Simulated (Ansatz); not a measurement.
**Relaxation of Mg3Sb2**

Level of theory: DFT PBE, scalar-relativistic, plane waves, PAW (Ansatz 0.2.0). Settings: 420 eV cutoff, 12×12×6 k-mesh, Gaussian smearing of 0.01 eV, no spin polarisation.

What was changed: strain along c alone, the other axes held, atoms relaxed: -6.0 %.

Command:

```bash
ansatz run input.yaml --threads 1 --pin off --max-ram 2560MiB --backend cpu --events-out ev --progress --plain --runs-dir out
```

Input:

```yaml
crystal:
  lattice:
    - [4.5938670597, 0.0, 0.0]
    - [-2.2969335298, 3.9784055753, 0.0]
    - [0.0, 0.0, 6.8378189018]
  atoms:
    - { symbol: Mg, position: [0.3333333333, 0.6666666667, 0.6358519086] }
    - { symbol: Mg, position: [0.6666666667, 0.3333333333, 0.3641480914] }
    - { symbol: Mg, position: [0.0, 0.0, 0.0] }
    - { symbol: Sb, position: [0.3333333333, 0.6666666667, 0.2225235949] }
    - { symbol: Sb, position: [0.6666666667, 0.3333333333, 0.7774764051] }
basis:
  ecutwfc: 420
kpoints:
  mp_grid: { grid: [12, 12, 6] }
hamiltonian:
  xc: pbe
scf:
  occupations: { method: gaussian, width: 0.01 }
output:
  forces: true
  stress: true
  eigenvalues: true
relax:
  adjacent_minimum: "off"
  f_tol: 0.008
  max_steps: 40
```

F is the free energy.

Steps:

```json
{"step": "1", "F − F(1) (eV)": "0.0000", "largest force component (eV/Å)": "0.125"}
{"step": "2", "F − F(1) (eV)": "-0.0006", "largest force component (eV/Å)": "0.144"}
{"step": "3", "F − F(1) (eV)": "-0.0037", "largest force component (eV/Å)": "0.008"}
{"step": "4", "F − F(1) (eV)": "-0.0037", "largest force component (eV/Å)": "0.001"}
```

Relaxed structure:

```cif
data_structure
_symmetry_space_group_name_H-M 'P 1'
_symmetry_Int_Tables_number 1
_cell_length_a 4.5939
_cell_length_b 4.5939
_cell_length_c 6.8378
_cell_angle_alpha 90.000
_cell_angle_beta 90.000
_cell_angle_gamma 120.000
_cell_volume 124.97
loop_
_atom_site_label
_atom_site_type_symbol
_atom_site_fract_x
_atom_site_fract_y
_atom_site_fract_z
_atom_site_occupancy
Mg1 Mg 0.33333 0.66667 0.63899 1
Mg2 Mg 0.66667 0.33333 0.36101 1
Mg3 Mg 0.00000 0.00000 0.00000 1
Sb1 Sb 0.33333 0.66667 0.22112 1
Sb2 Sb 0.66667 0.33333 0.77888 1
```

The structure is trigonal, space group P-3m1 (No. 164). Conventional cell: a = 4.594 Å, b = 4.594 Å, c = 6.838 Å, α = 90.00°, β = 90.00°, γ = 120.00°. Mg (site symmetry 3m) is surrounded by 4 Sb at 2.82 to 2.86 Å. Mg (site symmetry -3m) is surrounded by 6 Sb at 3.05 Å. Sb (site symmetry 3m) is surrounded by 7 Mg at 2.82 to 3.05 Å.

The run converged. It took 91 s on 1 thread of Arm Neoverse V1, on a shared host, peak memory 0.58 GiB.